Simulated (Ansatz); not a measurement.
**HfO2 (P2_1/c): the host for defect calculations**

Aim: the runs on the perfect crystal HfO2 (P2_1/c) that a defect calculation needs first.

Calculated with Ansatz 0.2.0; plane-wave PAW DFT, PBEsol; relaxation of the host's cell and atoms; PAW set soft_1, in the first sound run; inputs show where later runs differ.

## 1. The structure

It takes space group P2_1/c (No. 14, monoclinic). Conventional cell: a = 5.094 Å, b = 5.151 Å, c = 5.276 Å, α = 90.00°, β = 99.56°, γ = 90.00°. Nearest to Hf lie 7 O at 2.03 to 2.24 Å. O has 4 Hf at 2.13 to 2.24 Å nearest. Nearest to O lie 3 Hf at 2.03 to 2.13 Å. Farther neighbours and most contacts between anions are not listed.

## 2. Host cell relaxation

Lattice and positions are set free, within the symmetry that the program keeps.

File cell/input.yaml:

```yaml
crystal:
  lattice:
    - [5.094175, 0.0, 0.0]
    - [0.0, 5.1506447, 0.0]
    - [-0.876169, 0.0, 5.2029535]
  atoms:
    - { symbol: Hf, position: [0.27613578, 0.45806468, 0.70790733] }
    - { symbol: Hf, position: [0.72386422, 0.95806468, 0.79209267] }
    - { symbol: Hf, position: [0.72386422, 0.54193532, 0.29209267] }
    - { symbol: Hf, position: [0.27613578, 0.04193532, 0.20790733] }
    - { symbol: O, position: [0.44799782, 0.74252595, 0.97857799] }
    - { symbol: O, position: [0.55200218, 0.24252595, 0.52142201] }
    - { symbol: O, position: [0.55200218, 0.25747405, 0.02142201] }
    - { symbol: O, position: [0.44799782, 0.75747405, 0.47857799] }
    - { symbol: O, position: [0.06836078, 0.33075888, 0.34625278] }
    - { symbol: O, position: [0.93163922, 0.83075888, 0.15374722] }
    - { symbol: O, position: [0.93163922, 0.66924112, 0.65374722] }
    - { symbol: O, position: [0.06836078, 0.16924112, 0.84625278] }
basis:
  ecutwfc: 420
  xc_grid: 2
hamiltonian:
  xc: pbesol
  pseudopotentials: { kind: paw, azcp: { folder: soft_1 }, xc_functional: pbe }
kpoints:
  mp_grid: { grid: [6, 6, 6] }
scf:
  occupations: { method: fixed }
  max_iter: 100
relax:
  f_tol: 0.005
  max_steps: 60
  cell: {}
output:
  forces: true
  stress: true
checkpoint:
  write: "../cell.run"
  compress: false
  write_wavefunctions: false
  write_every: 100000
```

The run is started by

```
$ ansatz run input.yaml --threads 32 --pin off --max-ram 84787MiB --backend cpu --events-out ev --progress --plain --runs-dir out
```

Numbers of over 12 decimals in the logs are rounded to 6 here.

Output:

```text
[... repeated set-up lines and file paths are left out, and long positions are rounded to six places ...]
Engine: ansatz 0.2.0, aarch64-unknown-linux-gnu
Pseudopotentials: kind: paw
Pseudopotential: Hf, paw, valence charge 26, recommended cutoff 420 eV (normal), soft_1/Hf.paw.azcp
Pseudopotential: O, paw, valence charge 6, recommended cutoff 420 eV (normal), soft_1/O.paw.azcp
Functional definition: PBEsol
  exchange = pbesol_x
  correlation = pbesol_c
Crystal: 12 atoms, lattice volume = 136.517 Å³
Basis set: ecut = 420 eV, 2677 PW (Γ), exchange–correlation on 72×72×72 points (8 copies of the dense FFT grid, shifted against one another)
Bands: 92, of which v1, the nominal top of the filled ones, is band 76 counted from 1 (75 counted from 0)
Symmetry: 4 space group operations
Space group: P21/c (ITA 14), of the structure as read, at distance tolerance 5.1e-5 Å
k-points: 80 of 216
Non-local potential: Hf, projectors of the file, l = 0: 3, l = 1: 2, l = 2: 2, l = 3: 3
Non-local potential: O, projectors of the file, l = 0: 2, l = 1: 2, l = 2: 1
PAW form: soft (Blöchl's): semilocal exchange-correlation on the pseudo side does not see the compensation charge
PAW frozen core: Hf, regenerated for the run's functional, and the local potential with it (the file was generated under x = pbe(κ = 0.804, μ = 0.219515), c = pbe(β = 0.066725))
PAW frozen core: O, regenerated for the run's functional, and the local potential with it (the file was generated under x = pbe(κ = 0.804, μ = 0.219515), c = pbe(β = 0.066725))
PAW one-centre angular grid: Hf, 590 points (default); XC on 64 Gauss nodes
PAW one-centre angular grid: O, 110 points (default); XC on 64 Gauss nodes
Initial density: superposition of atomic densities (chi_scale 0.1, normalization cell, long waves kept (reshape's long-wave potential 0.02 eV rms))
Initial wavefunctions: pseudopotential atomic-orbital guess
Functional: x = pbesol(κ = 0.804, μ = 0.123457), c = pbesol(β = 0.046)
SCF iter   1: F=—  HF=-66907.276322 eV  |Δ(HF+E_count)|=         —  Δρ=9.31e-2  dr2=9.67e0  Hψ=20105
preconditioner: auto → Resta (q_TF=auto, 2.778 Å⁻¹)  ε∞=4.9  [insulator: Δε(μ)=3.037 eV  Ē_g=19.248 eV  n_scr=48 (ndim 8)  ℏωp=38.1 eV  f_vac=0.007  ε∞_Penn≈4.9]
SCF iter   2: F=—  HF=-66905.037303 eV  |Δ(HF+E_count)|=    2.24e0  Δρ=4.19e-2  dr2=2.25e0  Hψ=14446
[...]
SCF iter  11: F=-66904.250994 eV  HF=-66904.250994 eV  |Δ(HF+E_count)|=   1.63e-7  Δρ=3.42e-6  dr2=1.66e-8  Hψ=30154
SCF 1 converged in 11 iterations: F = -66904.250994 eV  dr2 = 1.66e-8
  greatest PAW one-centre occupation: 0.999 electrons in one spin orbital (limit 2), on the Hf atom at site 2 (counted from 0), in its partial waves of l = 3
relax step   1: F+E_penalty+E_count = -66904.25099370 eV  Δ(F+E_penalty+E_count) = +0.000e0 eV  max|allowed force component| = 1.530e-1 eV/Å  Δτ_max = 0.0000 Å  P = +1.784 GPa  Ω = 136.517 Å³  (11 SCF iters, dr2 threshold 1.00e-7 eV, accepted)
[... the SCF cycles and remarks between the steps are left out from here to the last step ...]
relax step   2: F+E_penalty+E_count = -66904.25417460 eV  Δ(F+E_penalty+E_count) = -3.181e-3 eV  max|allowed force component| = 4.125e-2 eV/Å  Δτ_max = 0.0070 Å  P = -0.336 GPa  Ω = 137.526 Å³  energy of the carried Pulay correction = -3.512e-3 eV  (7 SCF iters, dr2 threshold 1.20e-6 eV, accepted)
relax step   3: F+E_penalty+E_count = -66904.25546794 eV  Δ(F+E_penalty+E_count) = -1.293e-3 eV  max|allowed force component| = 1.814e-2 eV/Å  Δτ_max = 0.0037 Å  P = -0.118 GPa  Ω = 137.425 Å³  energy of the carried Pulay correction = -3.160e-3 eV  (5 SCF iters, dr2 threshold 5.72e-7 eV, accepted)
relax step   4: F+E_penalty+E_count = -66904.25729885 eV  Δ(F+E_penalty+E_count) = -1.831e-3 eV  max|allowed force component| = 2.235e-2 eV/Å  Δτ_max = 0.0251 Å  P = -0.033 GPa  Ω = 137.240 Å³  energy of the carried Pulay correction = -2.517e-3 eV  (7 SCF iters, dr2 threshold 1.23e-7 eV, accepted)
relax step   5: F+E_penalty+E_count = -66904.25800261 eV  Δ(F+E_penalty+E_count) = -7.038e-4 eV  max|allowed force component| = 1.420e-2 eV/Å  Δτ_max = 0.0217 Å  P = -0.077 GPa  Ω = 137.121 Å³  energy of the carried Pulay correction = -2.105e-3 eV  (7 SCF iters, dr2 threshold 3.12e-8 eV, accepted)
relax step   6: F+E_penalty+E_count = -66904.25822769 eV  Δ(F+E_penalty+E_count) = -2.251e-4 eV  max|allowed force component| = 1.887e-3 eV/Å  Δτ_max = 0.0060 Å  P = +0.002 GPa  Ω = 137.124 Å³  energy of the carried Pulay correction = -2.117e-3 eV  (5 SCF iters, dr2 threshold 1.80e-7 eV, accepted)
[...]
iter 1 solved again at ethr=2.67e-8 eV; its pass at ethr=3.10e-3 eV (dr2=4.06e-5 eV) is discarded
SCF iter   1: F=—  HF=-66904.260320 eV  |Δ(HF+E_count)|=         —  Δρ=1.44e-4  dr2=9.45e-7  Hψ=44716
[...]
SCF iter   2: F=—  HF=-66904.260391 eV  |Δ(HF+E_count)|=   7.10e-5  Δρ=7.32e-5  dr2=2.96e-7  Hψ=12633
SCF iter   3: F=—  HF=-66904.260422 eV  |Δ(HF+E_count)|=   3.12e-5  Δρ=1.19e-5  dr2=4.74e-8  Hψ=10939
SCF iter   4: F=—  HF=-66904.260422 eV  |Δ(HF+E_count)|=   5.17e-7  Δρ=1.94e-6  dr2=3.22e-9  Hψ=11533
SCF iter   5: F=—  HF=-66904.260422 eV  |Δ(HF+E_count)|=   1.25e-8  Δρ=8.92e-7  dr2=1.12e-9  Hψ=12921
SCF iter   6: F=—  HF=-66904.260422 eV  |Δ(HF+E_count)|=   1.11e-9  Δρ=4.12e-7  dr2=1.80e-10  Hψ=8510
SCF iter   7: F=-66904.260422 eV  HF=-66904.260422 eV  |Δ(HF+E_count)|=  3.20e-10  Δρ=1.52e-7  dr2=1.99e-11  Hψ=28197
SCF 7 converged in 7 iterations: F = -66904.260422 eV  dr2 = 1.99e-11
relax step   7: F+E_penalty+E_count = -66904.26042248 eV  Δ(F+E_penalty+E_count) = -2.195e-3 eV  max|allowed force component| = 2.017e-3 eV/Å  Δτ_max = 0.0000 Å  P = +0.032 GPa  Ω = 137.124 Å³  stress off target by 4.59e-2 GPa  SCF on the basis re-selected at this cell (its energy is not comparable with the rows above)  (7 SCF iters)
basis re-selected at this cell: Δ(F+E_penalty+E_count) = -2.195e-3 eV, ΔP = +0.030 GPa vs the last step (what re-selecting the basis moved, of the pressure what is left beyond the Pulay correction that the steps carried, after the strain that the cell walked [...]
SCF converged after 7 iterations
Free energy (F): -66904.260422 eV
Harris-Foulkes:  -66904.260422 eV  (|F-HF|=1.46e-11)
Internal energy: -66904.260422 eV  (E = F + TS)
E sigma→0 (E₀):  -66904.260422 eV
Fermi energy:    12.995814 eV
--- Per-component energies (eV) ---
  E_band       = -157.874554
  E_kinetic    = 2971.047470
  E_local      = -29481.912859  (includes V_loc(G=0)·N_el)
  E_nonlocal   = 705.731295
  E_hartree    = 14002.749980
  E_xc         = -1623.480972
  E_vxc        = -1743.989866  (∫ρ·V_xc dr)
  E_paw        = -31573.299689  (= ΣΔE_a)
  E_vpaw       = -614.256730  (= ΣTr[D̂ρ^β])
  E_aug_tail   = 0.006528  (compensation charges beyond the density's cutoff)
  E_ewald      = -21910.388703
  E_core_change = 5.286528  (= ΣΔE_core)
  E_smearing   = -0.000000  (= −TS)
  E_closure    = 0.000000  (closes the sum)
  Σ components = -66904.260422   (vs F -66904.260422, Δ=0.00e0)
--- Forces (eV/Å), atoms counted from 1 ---
  atom   1  Hf     0.00005037     0.00201716    -0.00041454
  atom   2  Hf    -0.00005037     0.00201716     0.00041454
  atom   3  Hf    -0.00005037    -0.00201716     0.00041454
  atom   4  Hf     0.00005037    -0.00201716    -0.00041454
  atom   5  O     -0.00093199     0.00022861     0.00002958
  atom   6  O      0.00093199     0.00022861    -0.00002958
  [... 6 more lines of this table ...]
  max |Σ_I F_I| component: 0.00e0 eV/Å
--- Stress (GPa, compression-positive) ---
        0.027246       0.000000      -0.005409
        0.000000       0.045878       0.000000
       -0.005409       0.000000       0.022463
  P = ⅓ Tr σ = 0.0319 GPa (0.319 kbar)
--- Relaxed structure (6 steps of the walk, 6 accepted, 1 SCFs on fresh bases) ---
  F+E_penalty+E_count = -66904.26042248 eV   max|allowed force component| = 2.017e-3 eV/Å   (the final SCF, on the basis selected at the relaxed cell)
  cell:  # Å, volume = 137.1243 Å³
    - [5.096062, 0.0, -0.00164836]
    - [0.0, 5.177531, 0.0]
    - [-0.878177, 0.0, 5.197337]
  atoms:
    - { symbol: Hf, position: [0.277155, 0.457022, 0.708187] }
    - { symbol: Hf, position: [0.722845, 0.957022, 0.791813] }
    - { symbol: Hf, position: [0.722845, 0.542978, 0.291813] }
    - { symbol: Hf, position: [0.277155, 0.042978, 0.208187] }
    - { symbol: O, position: [0.447132, 0.741797, 0.980022] }
    - { symbol: O, position: [0.552868, 0.241797, 0.519978] }
  [... 6 more lines of this table ...]
```

Run time: 18 s. Hardware: 32 threads of Arm Neoverse V2, shared host; peak memory 2.2 GiB.

Relaxation path:

```
step  energy less that of the first step (eV)  largest force component (eV/Å)  pressure (GPa)  volume (Å³)
   1                                   0.0000                          0.1530            1.78       136.52
   2                                  -0.0032                          0.0412           -0.34       137.53
   3                                  -0.0045                          0.0181           -0.12       137.42
   4                                  -0.0063                          0.0223           -0.03       137.24
   5                                  -0.0070                          0.0142           -0.08       137.12
   6                                  -0.0072                          0.0019            0.00       137.12
  7*                                  -0.0094                          0.0020            0.03       137.12
```

Relaxation steps marked * repeat the geometry before them on a plane-wave basis chosen anew for their cell, so energy and pressure can jump there.

Forces are held to the 4 operations that the run works with; a distortion that breaks them can't arise in this run.

| cell as run | before | after | change |
| --- | --- | --- | --- |
| a (Å) | 5.094 | 5.096 | +0.0 % |
| b (Å) | 5.151 | 5.178 | +0.5 % |
| c (Å) | 5.276 | 5.271 | -0.1 % |
| β (°) | 99.56 | 99.61 | +0.1 % |
| volume (Å³/atom) | 11.38 | 11.43 | +0.4 % |

The atoms that moved most (Å, as changes of fractional coordinates times the final cell):

```csv
atom,dx,dy,dz,length
O10,-0.020,0.035,0.028,0.049
O11,-0.020,-0.035,0.028,0.049
O9,0.020,0.035,-0.028,0.049
O12,0.020,-0.035,-0.028,0.049
O8,-0.006,0.004,0.007,0.010
O5,-0.006,-0.004,0.007,0.010
O7,0.006,0.004,-0.007,0.010
O6,0.006,-0.004,-0.007,0.010
```

Numbers from this step:

* pressure: 0.03186 GPa

The relaxation ends with a largest force component of 0.0020 eV/Å and a pressure of 0.03 GPa.

## 3. Dielectric tensors of the host

The response to a uniform electric field gives the electronic dielectric tensor.

This step: plane-wave PAW DFPT, PBEsol; dielectric tensors, Born charges and zone-centre modes of the host; PAW set soft_1 (Ansatz 0.2.0).

File eps/input.yaml:

```yaml
crystal:
  lattice:
    - [5.0960620715, 0.0, -0.0016483557]
    - [0.0, 5.1775305436, 0.0]
    - [-0.8781771194, 0.0, 5.1973371285]
  atoms:
    - { symbol: Hf, position: [0.2771546276, 0.4570220761, 0.7081870593] }
    - { symbol: Hf, position: [0.7228453724, 0.9570220761, 0.7918129407] }
    - { symbol: Hf, position: [0.7228453724, 0.5429779239, 0.2918129407] }
    - { symbol: Hf, position: [0.2771546276, 0.0429779239, 0.2081870593] }
    - { symbol: O, position: [0.447131741, 0.7417965992, 0.9800218393] }
    - { symbol: O, position: [0.552868259, 0.2417965992, 0.5199781607] }
    - { symbol: O, position: [0.552868259, 0.2582034008, 0.0199781607] }
    - { symbol: O, position: [0.447131741, 0.7582034008, 0.4800218393] }
    - { symbol: O, position: [0.0712950624, 0.3374659056, 0.3407824343] }
    - { symbol: O, position: [0.9287049376, 0.8374659056, 0.1592175657] }
    - { symbol: O, position: [0.9287049376, 0.6625340944, 0.6592175657] }
    - { symbol: O, position: [0.0712950624, 0.1625340944, 0.8407824343] }
basis:
  ecutwfc: 420
hamiltonian:
  xc: pbesol
  pseudopotentials: { kind: paw, azcp: { folder: soft_1 }, xc_functional: pbe }
kpoints:
  mp_grid: { grid: [5, 5, 5] }
scf:
  occupations: { method: fixed }
  max_iter: 100
phonons:
  method: dfpt
  dielectric: true
  rigid_motions: translations
```

Output:

```text
[...]
Crystal: 12 atoms, lattice volume = 137.124 Å³
Basis set: ecut = 420 eV, 2689 PW (Γ), exchange–correlation on 72×72×72 points (8 copies of the dense FFT grid, shifted against one another)
Bands: 92, of which v1, the nominal top of the filled ones, is band 76 counted from 1 (75 counted from 0)
Symmetry: 4 space group operations
k-points: 63 of 125 (irreducible under 1 space group operation, time reversal used)
[...]
SCF iter   1: F=—  HF=-66907.278318 eV  |Δ(HF+E_count)|=         —  Δρ=9.33e-2  dr2=9.75e0  Hψ=16207
[...]
SCF iter   2: F=—  HF=-66905.030894 eV  |Δ(HF+E_count)|=    2.25e0  Δρ=4.16e-2  dr2=2.23e0  Hψ=11585
[...]
SCF iter  15: F=-66904.260385 eV  HF=-66904.260385 eV  |Δ(HF+E_count)|=  1.46e-11  Δρ=7.68e-8  dr2=6.46e-12  Hψ=32998
SCF 1 converged in 15 iterations: F = -66904.260385 eV  dr2 = 6.46e-12
[...]
NSCF: frozen V_eff on 9 k-points
DFPT response loops at Γ: preconditioner auto → Resta (q_TF=auto, 2.776 Å⁻¹)  ε∞=3.9 (no band partly filled); β = 1.00, the filter's whole step (`scf.mixing.beta` (0.50) is not read by the response loops at its default; [...]
── the response to a field inside a basis, on 6×6×6 k-points: an SCF that follows is theirs, and a resumed run solves both again ──
Bands: 77, of which v1, the nominal top of the filled ones, is band 76 counted from 1 (75 counted from 0)
k-points: 54 of 216
[...]
Eigensolver: Dense (54 Hₖ)
SCF iter   1: F=—  HF=-66903.978605 eV  |Δ(HF+E_count)|=         —  Δρ=5.73e-4  dr2=1.10e-4
[...]
SCF iter   5: F=-66903.978636 eV  HF=-66903.978636 eV  |Δ(HF+E_count)|=   2.36e-7  Δρ=9.53e-6  dr2=8.54e-8
SCF 1 converged in 5 iterations: F = -66903.978636 eV  dr2 = 8.54e-8
[...]
SCF converged after 15 iterations
[...]
246.25      1             0.2715
        249.50      1             0.0000
        249.86      1            16.8963
        309.66      1            63.3043
        324.39      1             0.0000
        325.38      1             0.0000
        331.22      1            26.1863
        343.08      1            36.8957
        376.31      1             0.0000
        385.35      1            42.3848
        390.98      1             0.0000
        400.53      1            28.4732
        482.18      1             0.0000
        489.64      1            13.4309
        500.51      1             0.0000
        501.82      1            19.8667
        537.93      1             0.0000
        557.07      1             0.0000
        591.46      1            13.4932
        617.07      1             0.0000
        641.22      1             0.0456
        651.68      1             0.0000
        718.58      1            15.6007
        755.51      1             0.0000
  optical modes at Γ + LO–TO along q̂ = [1.0000, 0.0000, 0.0000]:
      ω (cm⁻¹)  modes    IR ((D/Å)²/amu)
        116.31      1             0.0000
        126.95      1             0.0000
        129.57      1             0.0373
        130.17      1             0.0000
        143.74      1             0.0000
        162.96      1             0.0000
        179.02      1             0.8567
        238.21      1             0.0000
        244.96      1             5.4523
        246.95      1             1.3761
        249.50      1             0.0000
        249.86      1            16.8963
        324.39      1             0.0000
        325.38      1             0.0000
        331.04      1            22.1609
        343.08      1            36.8957
[...]
optical modes at Γ + LO–TO along q̂ = [0.0000, 1.0000, 0.0000]:
      ω (cm⁻¹)  modes    IR ((D/Å)²/amu)
[...]
optical modes at Γ + LO–TO along q̂ = [0.0000, 0.0000, 1.0000]:
      ω (cm⁻¹)  modes    IR ((D/Å)²/amu)
[...]
489.64      1            13.4309
        495.90      1            19.6809
        500.51      1             0.0000
        537.93      1             0.0000
        557.07      1             0.0000
        591.46      1            13.4932
        617.07      1             0.0000
        632.38      1            77.0506
        641.22      1             0.0456
        651.68      1             0.0000
        720.98      1            18.0888
        755.51      1             0.0000
```

Run time: 88 s. Hardware: 32 threads; peak memory 4.9 GiB.

The column dr2 measures how far the density is from self-consistency, as an energy; F and HF (Harris–Foulkes) agree once it is small.

Electronic dielectric tensor:

```
5.04 0.00 0.14
0.00 5.07 0.00
0.14 0.00 4.75
```

Static dielectric tensor:

```
20.65  0.00  1.35
 0.00 18.84  0.00
 1.35  0.00 15.26
```

The principal values of the electronic dielectric tensor are 4.69, 5.07 and 5.10. The principal values of the static dielectric tensor are 14.94, 18.84 and 20.97.

(Continued in part 2 of 2.)

[Logs are printed without paths, hosts, clocks, repeated set-up lines and the standing remarks that a program may print on its own settings, such as how far it seeks lower states.]

[Hosts, paths, dates, database ids (printed as entryN), source tags and the programs' standing remarks are cut or masked in the printed files.]

[Runs of the host that timed out are not shown.]

[For some hosts the program warned that the k-mesh of the response run may be too coarse for force constants and the static dielectric constant; such warnings are not always shown.]
